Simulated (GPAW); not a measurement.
A run of GPAW 26.7.0 is set up as follows.

The input run.py:

```python
import numpy as np
from ase.dft.bandgap import bandgap
from ase.io import read, write
from ase.units import GPa
from gpaw import GPAW, PW
from gpaw.spinorbit import soc_eigenstates

atoms = read('POSCAR')

calc = GPAW(mode=PW(600),
            xc='mBEEF',
            kpts={'size': (5, 5, 3), 'gamma': True},
            occupations={'name': 'fermi-dirac', 'width': 0.05},
            nbands=31,
            convergence={'density': 1e-05, 'energy': 1e-05},
            maxiter=150,
            txt='gpaw.txt')
atoms.calc = calc
energy = atoms.get_potential_energy()
forces = atoms.get_forces()
stress = atoms.get_stress()
calc.write('gs.gpw')
write('result.traj', atoms)
print(f'Energy: {energy:.6f} eV')
print('Forces (eV/A):')
print(forces.round(4))
print('Stress (GPa):', (stress / GPa).round(3))
print('Fermi level:', round(calc.get_fermi_level(), 4), 'eV')
print(f'Gap: {bandgap(calc)[0]:.4f} eV, direct: {bandgap(calc, direct=True)[0]:.4f} eV')

path = atoms.cell.bandpath('GMKGALHA,LM,KH', npoints=80, eps=1e-4)
bs_calc = calc.fixed_density(kpts=path, symmetry='off', nbands=52,
                             convergence={'bands': 'CBM+6.0', 'eigenstates': 1e-6}, txt='bands.txt')
bs = bs_calc.band_structure()
bs.write('bs.json')
print(f'Gap on the path: {bandgap(bs_calc)[0]:.4f} eV')

soc = soc_eigenstates(bs_calc, theta=54.7, phi=45, ignore_xc_potential=True)
np.savetxt('soc_bands.dat', soc.eigenvalues(), fmt='%.4f')
mesh = soc_eigenstates('gs.gpw', theta=54.7, phi=45, ignore_xc_potential=True)
np.savetxt('soc_mesh.dat', mesh.eigenvalues(), fmt='%.4f')
print('Fermi level with spin-orbit coupling:', round(mesh.fermi_level, 4), 'eV')
```

File POSCAR:

```
CdSe
1.0
    4.3000000000      0.0000000000      0.0000000000
   -2.1500000000      3.7239092363      0.0000000000
    0.0000000000      0.0000000000      7.0200000000
Cd Se
2 2
Direct
    0.6666666667      0.3333333333      0.5000000000
    0.3333333333      0.6666666667      0.0000000000
    0.6666666667      0.3333333333      0.8850000000
    0.3333333333      0.6666666667      0.3850000000
```

Potentials or basis: GPAW PAW data sets (gpaw-data 1.2.1), pw.

The run is started by

```sh
$ OMP_NUM_THREADS=1 python run.py
```

Question: What does it give for the pressure?

Answer: 2.1 GPa.

Question: Predict the band gap along the path.

Answer: 1.25 eV, direct.

Question: Predict the largest force.

Answer: 0.262 eV/Å.

Forces on the atoms (eV/Å):
```
Cd   0.000  0.000  0.261
Cd   0.000  0.000  0.261
Se   0.000  0.000 -0.262
Se   0.000  0.000 -0.262
```

Caveat: spin-orbit coupling was added after a scalar SCF, so levels and gaps hold it while energy, forces, pressure and moments don't; this program's spin-orbit splittings come out too wide for heavy elements; the PAW data sets were made with another functional, which shifts forces and pressure a little.

**Experimental background.**

A printed reference work, data compilation reports, for a bulk crystal of CdSe at 2 K: band gap 1.841 eV.

A measured gap of CdSe is 1.841 eV (2 K; a printed reference work, data compilation); the calculated 1.25 eV misses it by -0.59 eV. The value is that of mBEEF, without temperature or zero-point motion.
